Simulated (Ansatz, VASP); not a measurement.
One calculation of Be4Se, two programs

```
Be Se
1.0
     4.24281    0.00000    0.00000
     0.00000    4.24281    0.00000
     0.00000    0.00000    4.24281
Be Se
4 1
Direct
  0.00000 0.00000 0.00000
  0.50000 0.50000 0.00000
  0.50000 0.00000 0.50000
  0.00000 0.50000 0.50000
  0.50000 0.50000 0.50000
```

Change from the starting cell: species swapped into the Mn4N type (Pm-3m, No. 221).

Alike in both runs: functional PBE; k mesh 10 × 10 × 10; occupations gaussian, width 0.1 eV; no spin polarisation.

Ansatz relaxed the structure, and its values are those at the end. VASP's run is a single point on that final structure, the one shown.

|  | VASP | Ansatz |
| --- | --- | --- |
| version | VASP 6.6.1 | Ansatz 0.2.0 |
| potentials or method | VASP PAW PBE potentials, release 64 (Be, Se) | scalar-relativistic, plane waves, PAW |
| plane-wave cutoff (eV) | 520 | 420 |
| valence electrons in the cell | 14 | 24 |

Ansatz gave:

- gap on the k mesh at the Fermi level (eV): none
- pressure (GPa): 0.0

Q: What did VASP give for the same quantities?

A: gap on the k mesh at the Fermi level (eV): none; pressure (GPa): 0.2.

A gap of «none» marks a metal or a gap that the smearing closes. The two sets of potentials don't hold the same shells in valence.
